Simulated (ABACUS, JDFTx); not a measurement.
This is a calculation of AgCl (Chlorargyrite) for JDFTx 1.7.0 (patched build). 

The input AgCl.in:

```
lattice \
    0.0000000000     5.1684009509     5.1684009509 \
    5.1684009509     0.0000000000     5.1684009509 \
    5.1684009509     5.1684009509     0.0000000000
coords-type Cartesian
ion Ag     0.0000000000     0.0000000000     0.0000000000 1
ion Cl     5.1684009509     5.1684009509     5.1684009509 1

ion-species pseudo/Ag.upf
ion-species pseudo/Cl.upf
elec-cutoff 40 320
elec-ex-corr mgga-x-r2scan mgga-c-r2scan
kpoint-folding 5 5 5
elec-smearing Fermi 0.0018374661
elec-n-bands 19
electronic-SCF nIterations 100 energyDiffThreshold 1e-09
electronic-minimize nIterations 30 energyDiffThreshold 1e-7
converge-empty-states yes
forces-output-coords Cartesian

dump-name run.$VAR
dump End Ecomponents EigStats BandEigs Kpoints Forces Stress ElecDensity KEdensity
```

Potentials or basis: SG15-PBE-1.2 with smoothed tails.

Launch:

```console
$ jdftx -c 1 -i AgCl.in -o AgCl.out
```

Translate it to ABACUS 3.10.1. Potentials or basis there: SG15 ONCV 1.2 PBE, plane waves, cutoff 1293 eV.

As run (cutoffs and basis follow the program's own potentials, and thresholds, step limits or extra output files can differ):

Contents of INPUT:

```
INPUT_PARAMETERS
suffix              AgCl
calculation         scf
basis_type          pw
pseudo_dir          ./
symmetry            1
dft_functional      MGGA_X_R2SCAN+MGGA_C_R2SCAN
ecutwfc             95
pseudo_rcut         7
nspin               1
nbands              23
ks_solver           dav
smearing_method     fd
smearing_sigma      0.00367493
scf_thr             1e-08
scf_nmax            100
mixing_type         broyden
mixing_beta         0.7
cal_force           1
cal_stress          1
mixing_tau          1
out_chg             1
out_pot             2
out_elf             1
```

Contents of STRU:

```
ATOMIC_SPECIES
Ag 107.8682 Ag_ONCV_PBE-1.2.upf
Cl 35.4500 Cl_ONCV_PBE-1.2.upf

LATTICE_CONSTANT
7.3092227205

LATTICE_VECTORS
0.0000000000 0.7071067812 0.7071067812
0.7071067812 0.0000000000 0.7071067812
0.7071067812 0.7071067812 0.0000000000

ATOMIC_POSITIONS
Cartesian

Ag
0.0
1
0.0000000000 0.0000000000 0.0000000000 1 1 1

Cl
0.0
1
0.7071067812 0.7071067812 0.7071067812 1 1 1
```

Contents of KPT:

```
K_POINTS
0
Gamma
5 5 5 0 0 0
```

Potentials or basis: SG15 ONCV 1.2 PBE, plane waves.

Run with:

```console
$ OMP_NUM_THREADS=1 mpirun -np 4 abacus > log
```

Both were run:

|  | JDFTx | ABACUS |
| --- | --- | --- |
| Pressure | 2.4 GPa | 2.2 GPa |

JDFTx's potentials were made for PBE. ABACUS's potentials were made for PBE.

Pressure is positive in compression.

The k mesh is coarse, so the values aren't converged.
